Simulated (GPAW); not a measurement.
# GaSb (F-43m) in GPAW: Born charges with PBEsol+D3(BJ)+ATM

Aim: the Born charges of GaSb with PBEsol+D3(BJ)+ATM.

Program: GPAW 26.7.0. These are calculated values, not measurements. Logs are shortened: lines on timing, memory, paths and dates and some standing lists are left out, and cuts for length are marked. The log counts tension as positive stress, the text compression.

### Step 1. The structure

Symmetry: F-43m, No. 216, cubic system. Conventional cell: a = 6.118 Å, b = 6.118 Å, c = 6.118 Å, α = 90.00°, β = 90.00°, γ = 90.00°. Sb (site symmetry -43m) is surrounded by 4 Ga at 2.65 Å. Ga (site symmetry -43m) is surrounded by 4 Sb at 2.65 Å.

### Step 2. Born charges, PBEsol+D3(BJ)+ATM

run.py

```python
import json
import numpy as np
from ase import Atoms
from ase.calculators.mixing import SumCalculator
from ase.constraints import FixSymmetry
from ase.io import read, write
from ase.optimize import BFGS
from dftd3.ase import DFTD3
from phonopy import Phonopy
from phonopy.structure.atoms import PhonopyAtoms
from gpaw import GPAW, PW, setup_paths
from gpaw.berryphase import polarization_phase

setup_paths.insert(0, '.')

atoms = read('POSCAR')

calc = GPAW(mode=PW(510),
            xc='PBEsol',
            kpts={'size': (4, 4, 4), 'gamma': True},
            occupations={'name': 'fermi-dirac', 'width': 0.01},
            nbands=18,
            convergence={'density': 1e-06, 'eigenstates': 1e-09},
            maxiter=150,
            txt='gpaw.txt')
atoms.calc = SumCalculator([calc, DFTD3(damping='d3bj', params_tweaks=dict(method='pbesol', atm=True))])
atoms.set_constraint(FixSymmetry(atoms))
BFGS(atoms, trajectory='relax.traj', logfile='-').run(fmax=0.005, steps=40)
atoms.set_constraint()
energy = atoms.get_potential_energy()
forces = atoms.get_forces()
stress = atoms.get_stress()
calc.write('gs.gpw')
write('result.traj', atoms)
print('Cell:', atoms.cell.cellpar().round(4))
print(atoms.get_scaled_positions().round(5))

n = len(atoms)
unit = PhonopyAtoms(symbols=atoms.get_chemical_symbols(), cell=atoms.cell[:], scaled_positions=atoms.get_scaled_positions())
ph = Phonopy(unit, supercell_matrix=np.eye(3, dtype=int), primitive_matrix=np.eye(3), symprec=1e-4)
ph.generate_displacements(distance=0.02, is_plusminus=True)
forces, phases = [], []
for i, move in enumerate(ph.dataset['first_atoms']):
    b = atoms.copy()
    b.positions[move['number']] += move['displacement']
    c = GPAW(mode=PW(510),
             xc='PBEsol',
             kpts={'size': (4, 4, 4), 'gamma': True},
             occupations={'name': 'fermi-dirac', 'width': 0.01},
             nbands=18,
             convergence={'density': 1e-06, 'eigenstates': 1e-09},
             maxiter=150,
             symmetry='off',
             txt=f'disp-{i:02d}.txt')
    b.calc = SumCalculator([c, DFTD3(damping='d3bj', params_tweaks=dict(method='pbesol', atm=True))])
    f = b.get_forces()
    forces.append(f - f.mean(axis=0))
    c.write('disp.gpw', 'all')
    phases.append(polarization_phase(gpw_wfs='disp.gpw')['phase_c'])
    print(move['number'], np.round(move['displacement'], 4), 'phases', phases[-1].round(5), flush=True)

# each pair of opposite moves, with its images under the space group
ops, cell, spos = ph.symmetry.symmetry_operations, atoms.cell[:].T, atoms.get_scaled_positions()
moves, dipoles = [[] for a in atoms], [[] for a in atoms]
for move, up, down in zip(ph.dataset['first_atoms'][::2], phases[::2], phases[1::2]):
    dphi = (up - down + np.pi) % (2 * np.pi) - np.pi
    dp = dphi @ atoms.cell[:] / (2 * np.pi)  # e A
    for w, t in zip(ops['rotations'], ops['translations']):
        x = w @ spos[move['number']] + t - spos
        b = np.linalg.norm(x - x.round(), axis=1).argmin()
        R = cell @ w @ np.linalg.inv(cell)
        moves[b].append(R @ move['displacement'] * 2)
        dipoles[b].append(R @ dp)
Z = np.array([np.linalg.lstsq(np.array(u), np.array(p), rcond=None)[0].T for u, p in zip(moves, dipoles)])  # Z[a, i, j] = dp_i / du_j
ph.forces = forces
ph.produce_force_constants()
ph.symmetrize_force_constants()
H = ph.force_constants.transpose(0, 2, 1, 3).reshape((3 * n, 3 * n))
rule = Z.sum(axis=0)
print('Sum of the charges:')
print(rule.round(4))
Z -= rule / n
for a in atoms:
    print(a.symbol)
    print(Z[a.index].round(3))
w = np.repeat(atoms.get_masses()**-0.5, 3)
omega2, modes = np.linalg.eigh(H * w * w[:, None])
nu = np.sign(omega2) * abs(omega2)**0.5 * 521.4709  # cm^-1
dipoles = np.einsum('aij,ajm->mi', Z, (modes * w[:, None]).reshape((n, 3, -1)))  # e / amu^0.5
optical = np.argsort(abs(omega2))[3:]
eps_ion = sum(np.outer(dipoles[m], dipoles[m]) / omega2[m] for m in optical) * 4 * np.pi * 14.399645 / atoms.get_volume()
for m in range(3 * n):
    print(f'{nu[m]:9.2f} cm^-1  IR {(dipoles[m]**2).sum():8.4f} e^2/amu')
print('Lattice part of the dielectric tensor:')
print(eps_ion.round(3))
json.dump({'Z': Z.tolist(), 'rule': rule.tolist(), 'nu': nu.tolist(), 'ir': (dipoles**2).sum(1).tolist(), 'eps_ion': eps_ion.tolist()},
          open('born.json', 'w'))
```

POSCAR

```
GaSb
1.0
    0.0000000000      3.0590000000      3.0590000000
    3.0590000000      0.0000000000      3.0590000000
    3.0590000000      3.0590000000      0.0000000000
Sb Ga
1 1
Direct
    0.7500000000      0.7500000000      0.7500000000
    0.0000000000      0.0000000000      0.0000000000
```

Potentials or basis: PAW data sets generated in the run's folder for this functional, pw.

Command:

```console
gpaw-setup -f PBEsol Ga Sb
OMP_NUM_THREADS=1 python run.py
```

gpaw.txt:

```text
__  _  _
 | _ |_)|_||  |
 |__||  | ||/\| - 26.7.0

Input parameters:
  mode=PW(ecut=510.0),
  convergence={'density': 1e-06, 'eigenstates': 1e-09},
  kpts=MonkhorstPack(size=(4, 4, 4), gamma=True),
  maxiter=150,
  nbands=18,
  occupations=Occupations(name='fermi-dirac', width=0.01),
  xc=XC(name='PBEsol')

Diagonalizing LCAO Hamiltonian
Converting LCAO to pw mode

                     Sb

       Ga

Atoms  # Å, Bohr magnetons
|   | symbol |         x |        y |         z |    initial magnetic moments |
|---|--------|-----------|----------|-----------|-----------------------------|
| 0 |     Sb |  4.588500 | 4.588500 |  4.588500 | ( 0.0000,  0.0000,  0.0000) |
| 1 |     Ga | -0.000000 | 0.000000 | -0.000000 | ( 0.0000,  0.0000,  0.0000) |

Unit cell  # Å
| periodic |        x |        y |        z |  lengths |    angles |
|----------|----------|----------|----------|----------|-----------|
|      yes | 0.000000 | 3.059000 | 3.059000 | 4.326079 | 60.000000 |
|      yes | 3.059000 | 0.000000 | 3.059000 | 4.326079 | 60.000000 |
|      yes | 3.059000 | 3.059000 | 0.000000 | 4.326079 | 60.000000 |

Number of symmetries: 24
Symmetry operations  # r_c * U_cc + t_c -> r_c
|    | kind |            matrix            |
|----|------|------------------------------|
|  0 |  E   |  1, 0, 0,  0, 1, 0,  0, 0, 1 |
|  1 |  σ   |  1, 0, 0,  0, 0, 1,  0, 1, 0 |
|  2 |  σ   |  1, 0,-1,  0, 1,-1,  0, 0,-1 |
|  3 |  C3  |  1, 0,-1,  0, 0,-1,  0, 1,-1 |
|  4 |  C3  |  1,-1, 0,  0,-1, 1,  0,-1, 0 |
|  5 |  σ   |  1,-1, 0,  0,-1, 0,  0,-1, 1 |
|  6 |  σ   |  0, 1, 0,  1, 0, 0,  0, 0, 1 |
|  7 |  C3  |  0, 1, 0,  0, 0, 1,  1, 0, 0 |
|  8 |  C2  |  0, 1,-1,  1, 0,-1,  0, 0,-1 |
|  9 |  S4  |  0, 1,-1,  0, 0,-1,  1, 0,-1 |
| 10 |  C3  |  0, 0, 1,  1, 0, 0,  0, 1, 0 |
| 11 |  σ   |  0, 0, 1,  0, 1, 0,  1, 0, 0 |
| 12 |  S4  |  0, 0,-1,  1, 0,-1,  0, 1,-1 |
| 13 |  C3  |  0, 0,-1,  0, 1,-1,  1, 0,-1 |
| 14 |  S4  |  0,-1, 1,  1,-1, 0,  0,-1, 0 |
| 15 |  C2  |  0,-1, 1,  0,-1, 0,  1,-1, 0 |
| 16 |  C3  |  0,-1, 0,  1,-1, 0,  0,-1, 1 |
| 17 |  S4  |  0,-1, 0,  0,-1, 1,  1,-1, 0 |
| 18 |  S4  | -1, 1, 0, -1, 0, 1, -1, 0, 0 |
| 19 |  C3  | -1, 1, 0, -1, 0, 0, -1, 0, 1 |
| 20 |  C3  | -1, 0, 1, -1, 1, 0, -1, 0, 0 |
| 21 |  S4  | -1, 0, 1, -1, 0, 0, -1, 1, 0 |
| 22 |  σ   | -1, 0, 0, -1, 1, 0, -1, 0, 1 |
| 23 |  C2  | -1, 0, 0, -1, 0, 1, -1, 1, 0 |

BZ-sampling:
  Number of BZ points: 64
  Number of IBZ points: 8

  Monkhorst-Pack size: [4, 4, 4]
  Monkhorst-Pack shift: [0.125, 0.125, 0.125]

K-points  # in reciprocal-cell coordinates
|   |                                coordinates |     weight |
|---|--------------------------------------------|------------|
| 0 | (  0.00000000,   0.00000000,   0.00000000) | 0.01562500 |
| 1 | (  0.25000000,   0.25000000,   0.00000000) | 0.09375000 |
| 2 | (  0.25000000,   0.25000000,   0.25000000) | 0.12500000 |
| 3 | (  0.50000000,   0.25000000,  -0.25000000) | 0.09375000 |
| 4 | (  0.50000000,   0.25000000,   0.25000000) | 0.18750000 |
| 5 | (  0.50000000,   0.50000000,   0.00000000) | 0.04687500 |
| 6 | (  0.50000000,   0.50000000,   0.25000000) | 0.37500000 |
| 7 | (  0.50000000,   0.50000000,   0.50000000) | 0.06250000 |

Plane wave coefficients: 1524
Cutoff: 510.0 eV

Spin-components: 1 (collinear spins)
Bands:           18
Projectors:      11
Spin-degeneracy: 2
Datatype:        complex128

Parallelization:
  kpt:    1
  domain: 1
  band:   1

Density:
  Valence electrons: 18.0
  Components: 1
  Grid points: [24 24 24]
  Charge: 0.0  # |e|

Potential:
  Grid points: [24 24 24]

species:
  Sb:
    name:    Antimony
    Z:       51.0
    valence: 15
    core:    36
    charge:  0.0  # [|e|]
    compensation charges:
      type: gauss
      rc: 0.36  # [Å]
      lmax: 2
    cutoffs:
      filter: 2.23  # [Å]
      core: 2.23  # [Å]
    projectors
    | kind |    occ | energy [eV] | rcut [Å] |
    |------|--------|-------------|----------|
    |   5s |  2.000 |     -12.861 |    1.154 |
    |   5p |  3.000 |      -4.846 |    1.233 |
    |   4d | 10.000 |     -33.456 |    1.196 |
    |    s |        |      14.351 |    1.154 |
    |    p |        |      22.365 |    1.233 |
    |    d |        |      -6.245 |    1.196 |

    Using partial waves for Sb as LCAO basis

  Ga:
    name:    Gallium
    Z:       31.0
    valence: 3
    core:    28
    charge:  0.0  # [|e|]
    compensation charges:
      type: gauss
      rc: 0.37  # [Å]
      lmax: 2
    cutoffs:
      filter: 2.06  # [Å]
      core: 4.17  # [Å]
    projectors
    | kind |    occ | energy [eV] | rcut [Å] |
    |------|--------|-------------|----------|
    |   4s |  2.000 |      -8.959 |    1.164 |
    |   4p |  1.000 |      -2.572 |    1.164 |
    |    s |        |      18.252 |    1.164 |
    |    p |        |      24.640 |    1.164 |
    |    d |        |       0.000 |    1.164 |

    Using partial waves for Ga as LCAO basis

Reference energy: -229049.218856  # eV

eigensolver:
  PPCG
  Converge bands: occupied
  niter=2

density mixing:
  MSR1-Mixer
  Pratt-step length: 0.05
  Maximum mixing coefficient: 0.75
  Old densities: 10
  SVD Regularization: 0.005
  Good broyden scale: 1.0
  Trust region scale: 1.0
  Backstep threshold: 4.0
  History deletion threshold: 6.0
  Fourier metric: weight=20.0, sigma=0.015

occupation numbers:
  Fermi-Dirac:
    width: 0.0100  # eV

poisson solver:
  ecut: 4080.0  # eV

xc functional:
  name: PBEsol with 2 nearest neighbor stencil

convergence criteria:
- Maximum integral of absolute [dens]ity change: 1e-06 electrons / valence electron
- Maximum integral of absolute [eigenst]ate change: 1e-09 eV^2 / valence electron
- Maximum [total energy] change in last 3 cyles: 0.0005 eV / valence electron
maximum number of iterations: 150

SCF iterations
|iter     | |      energy | eigst |  dens |
|---------|-|-------------|-------|-------|
|iter:   1| |   -8.283115 | +0.16 |       |
|iter:   2| |   -8.281930 | -2.09 | -1.26 |
|iter:   3| |   -8.236593 | -2.51 | -1.29 |
|iter:   4| |   -8.236371 | -3.23 | -1.85 |
|iter:   5| |   -8.236611c| -4.26 | -2.57 |
|iter:   6| |   -8.236746c| -5.05 | -2.96 |
|iter:   7| |   -8.236745c| -6.59 | -4.11 |
|iter:   8| |   -8.236745c| -7.45 | -4.55 |
|iter:   9| |   -8.236745c| -8.96 | -5.19 |
|iter:  10| |   -8.236745c| -9.32c| -6.06c|

Converged in 10 steps
Energy contributions relative to reference atoms: (reference = -229049.218856)

Energy contributions:
  Kinetic:          10.429282
  Coulomb:          -8.925279
  Zero:              0.181219
  External:          0.000000
  Xc:               -9.921704
  Entropy:          -0.000530
  Spinorbit:         0.000000
  ----------------------------
  Free energy:      -8.237010
  Extrapolated:     -8.236745

dipole moment: (4.603361, -11.063121, 4.603361)  # |e|*Ang

Fermi level: 4.798
Eigenvalues  # (at kpt = [0.000, 0.000, 0.000])
| band index |      eig [eV] | occ [0-2] |
|------------|---------------|-----------|
|          0 |       -23.863 |     2.000 |
|          1 |       -23.863 |     2.000 |
|          2 |       -23.863 |     2.000 |
|          3 |       -23.846 |     2.000 |
|          4 |       -23.846 |     2.000 |
|          5 |        -6.694 |     2.000 |
[... 10 lines left out ...]
|         16 |        14.201 |     0.000 |
|         17 |        14.201 |     0.000 |

Gap: 0.027 eV
Transition (v -> c):
  (s=0, k=0, n=8, [0.00, 0.00, 0.00]) -> (s=0, k=0, n=9, [0.00, 0.00, 0.00])
No difference between direct/indirect transitions

Forces  # eV/Ang
|        x |        y |       z |
|----------|----------|---------|
| -0.00000 |  0.00000 | 0.00000 |  # Sb   0
| -0.00000 | -0.00000 | 0.00000 |  # Ga   1

Stress tensor  # eV/Ang^3
|         x |         y |        z |
|-----------|-----------|----------|
|  0.000015 | -0.000000 | 0.000000 |
| -0.000000 |  0.000015 | 0.000000 |
|  0.000000 |  0.000000 | 0.000015 |

# Writing to gs.gpw (mode='')
```

Run time: 2.7 min. Hardware: 1 thread of Arm Neoverse V1, shared host; peak memory 0.39 GiB.

Results:

* Free energy: -8.8540 eV
* Pressure after relaxing: -1.6 GPa
* Band gap on the k mesh: 0.03 eV, direct
* Born charges (mean of the diagonal): Sb -9.90; Ga +9.90 e
* Highest phonon frequency at Γ, LO-TO splitting left out: 173 cm⁻¹
* Dispersion energy per atom: -0.308 eV

Final structure:
```
CELL_PARAMETERS angstrom
0.00000 3.05900 3.05900
3.05900 0.00000 3.05900
3.05900 3.05900 0.00000
ATOMIC_POSITIONS crystal
Sb 0.75000 0.75000 0.75000
Ga 0.00000 0.00000 0.00000
```

Levels at points of the mesh, in eV from the valence-band top:
| k point | band 7 | band 8 | band 9 | band 10 | band 11 | band 12 |
| --- | --- | --- | --- | --- | --- | --- |
| (0.00, 0.00, 0.00) | 0.00 | 0.00 | 0.00 | 0.03 | 2.78 | 2.78 |
| (0.50, 0.50, 0.00) | -6.79 | -2.58 | -2.58 | 0.86 | 1.16 | 8.71 |
| (0.50, 0.50, 0.50) | -6.37 | -1.15 | -1.15 | 0.37 | 3.73 | 3.73 |

Phonon frequencies in cm⁻¹ (negative: imaginary):
| q point | frequencies |
| --- | --- |
| (0.000, 0.000, 0.000) | 0 0 0 173 173 173 |

Born effective charge tensors (e):
atom 1, Sb
```
-9.90  0.00  0.00
 0.00 -9.90  0.00
 0.00  0.00 -9.90
```
atom 2, Ga
```
9.90 0.00 0.00
0.00 9.90 0.00
0.00 0.00 9.90
```

Caveat: the k mesh is coarse (spacing up to 0.44 Å⁻¹), so the values aren't converged; the cutoff is short for stress and forces, so pressures can be off by a GPa or more; the LO-TO splitting is left out; spin-orbit coupling is left out, which moves the levels of the heavy elements.
